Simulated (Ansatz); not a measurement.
# PbI2: the cost of one run

Method: reference: DFT r2SCAN, plane waves, PAW, scalar-relativistic, no spin polarisation, in Ansatz 0.2.0.

## 1. Starting point

The structure is trigonal, space group P-3m1 (No. 164). The conventional cell has a = 4.511 Å, b = 4.511 Å, c = 6.910 Å, α = 90.00°, β = 90.00°, γ = 120.00°. Pb (site symmetry -3m) is surrounded by 6 I at 3.18 Å. I (site symmetry 3m) is surrounded by 3 Pb at 3.18 Å.

As a file:

```cif
data_structure
_symmetry_space_group_name_H-M 'P 1'
_symmetry_Int_Tables_number 1
_cell_length_a 4.5113
_cell_length_b 4.5113
_cell_length_c 6.9101
_cell_angle_alpha 90.000
_cell_angle_beta 90.000
_cell_angle_gamma 120.000
_cell_volume 121.79
loop_
_atom_site_label
_atom_site_type_symbol
_atom_site_fract_x
_atom_site_fract_y
_atom_site_fract_z
_atom_site_occupancy
Pb1 Pb 0.00000 0.00000 0.00000 1
I1 I 0.33333 0.66667 0.26500 1
I2 I 0.66667 0.33333 0.73500 1
```

## 2. Reference

input.yaml

```yaml
crystal:
  lattice:
    - [4.51130916, 0.0, 0.0]
    - [-2.25565458, 3.90691258, 0.0]
    - [0.0, 0.0, 6.91007772]
  atoms:
    - { symbol: Pb, position: [0.0, 0.0, 0.0] }
    - { symbol: I, position: [0.33333, 0.66667, 0.265] }
    - { symbol: I, position: [0.66667, 0.33333, 0.735] }
  symmetry: { tolerance: 0.0003 }
kpoints:
  mp_grid: { grid: [5, 5, 3], shift: [0, 0, 0] }
magnetization:
  spin_polarized: false
scf:
  occupations: { method: fermi_dirac }
hamiltonian:
  pseudopotentials: { kind: paw }
  xc: r2scan
basis:
  ecutwfc: 500
output:
  forces: true
  stress: true
  eigenvalues: true
  write_density: true
  write_potential: true
  elf: true
  volumetric_format: npy
```

Started as:

```
ansatz run input.yaml --threads 1 --pin off --max-ram 2560MiB --backend cpu --events-out ev --progress --plain --runs-dir out
```

What time and memory should one allow on 1 thread of Intel Xeon Platinum 8488C (Sapphire Rapids), shared host?

About 7 s, with a peak of 0.79 GiB.
